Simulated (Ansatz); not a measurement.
NaCl, one cell by several methods

```xyz
2
Lattice="2.8600 -0.0143 -0.0143 -0.0143 2.8600 -0.0143 -0.0143 -0.0143 2.8600" Properties=species:S:1:pos:R:3 pbc="T T T"
Na    0.0000    0.0000    0.0000
Cl    1.4157    1.4157    1.4157
```

Atom numbers follow the list: Na1, Cl2.

The cell comes from COD entry 2104025, which wasn't checked; take it as a given geometry. The listed cell was then made from it by scaling, straining or moving an atom.

Levels of theory: DFT, PBEsol, PAW with Ansatz's default frozen-core files, scalar-relativistic (Ansatz 0.2.0); DFT, PBEsol, all-electron PAW with datasets made for the crystal, scalar-relativistic (Ansatz 0.2.0); DFT, PBEsol, all-electron LAPW, scalar-relativistic (Ansatz 0.2.0).

For PAW: a Γ-centred 8×8×8 k mesh, Fermi–Dirac smearing of 0.02 eV, cutoff 420 eV, no spin polarisation; the PAW files were made with PBE, and the program remakes their frozen cores for this functional. The crystal-made all-electron datasets (AE datasets) take a cutoff of 300 eV at this cell. LAPW targets a basis error of 0.25 meV/atom. The Ansatz runs share mesh, smearing and spin set-up. Plane-wave (PAW) pressures include the program's estimate of the Pulay term.

Stress and pressure are positive in compression.

The change that made this cell: equal xy, yz and zx engineering shear strains of -1 %.

```json
{"quantity": "pressure (GPa)", "PAW": "59.48", "AE datasets": "59.50", "LAPW": "59.50"}
{"quantity": "stress yz (GPa)", "PAW": "0.75", "AE datasets": "0.75", "LAPW": "0.75"}
{"quantity": "stress xz (GPa)", "PAW": "0.75", "AE datasets": "0.75", "LAPW": "0.75"}
{"quantity": "stress xy (GPa)", "PAW": "0.75", "AE datasets": "0.75", "LAPW": "0.75"}
{"quantity": "band gap (eV)", "PAW": "4.152", "AE datasets": "4.153", "LAPW": "4.153"}
{"quantity": "field gradient Vzz at Na1 (10²¹ V/m²)", "PAW": "-0.19", "AE datasets": "-0.20", "LAPW": "–"}
{"quantity": "field gradient Vzz at Cl2 (10²¹ V/m²)", "PAW": "-0.08", "AE datasets": "-0.08", "LAPW": "–"}
```

PAW's pressure differs from the LAPW value by -0.02 GPa.
